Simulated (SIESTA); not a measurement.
Co: equation of state with LDA

Co:

```
CELL_PARAMETERS angstrom
2.47056 0.00000 0.00000
-1.23528 2.13957 0.00000
0.00000 0.00000 8.08823
ATOMIC_POSITIONS crystal
Co 0.66667 0.33333 0.75000
Co 0.00000 0.00000 0.50000
Co 0.33333 0.66667 0.25000
Co 0.00000 0.00000 0.00000
```

* Program: SIESTA 5.4.2
* Task: equation of state
* Functional: LDA
* Potentials or basis: PseudoDojo 0.4 standard (LDA files)
* Basis: DZP (energy shift 0.003 Ry; two zetas on semicore shells)
* Grid cutoff: 800 Ry
* Energy shift: 0.003 Ry
* k mesh: 9 × 9 × 3
* Occupations: fermi-dirac, width 0.05 eV
* Spin: collinear spin, ferromagnetic start
* Starting moments: [2.0, 2.0, 2.0, 2.0] μB

```yaml
Equilibrium_volume: "10.02 Å³/atom (rough: see the caveat)"
Bulk_modulus_at_fixed_shape_and_positions: 292 GPa (rough)
```

Energy against volume, from the lowest point:
| volume (Å³/atom) | energy (meV/atom) |
| --- | --- |
| 10.047 | 0.00 |
| 10.261 | 4.76 |
| 10.475 | 16.79 |
| 10.688 | 35.08 |
| 10.902 | 58.83 |
| 11.116 | 87.37 |
| 11.330 | 120.16 |

All runs of the series together: 19 min on 1 thread of Arm Neoverse V1 (shared host).

Caveat: the minimum lies outside the volumes run; short orbitals over semicore shells can move pressures by several GPa; the cell was scaled at fixed shape and fractional positions, which overstates the stiffness of a crystal with free parameters, most of all of layers and chains; the basis of atomic orbitals isn't converged, which shifts pressures, moduli and gaps.
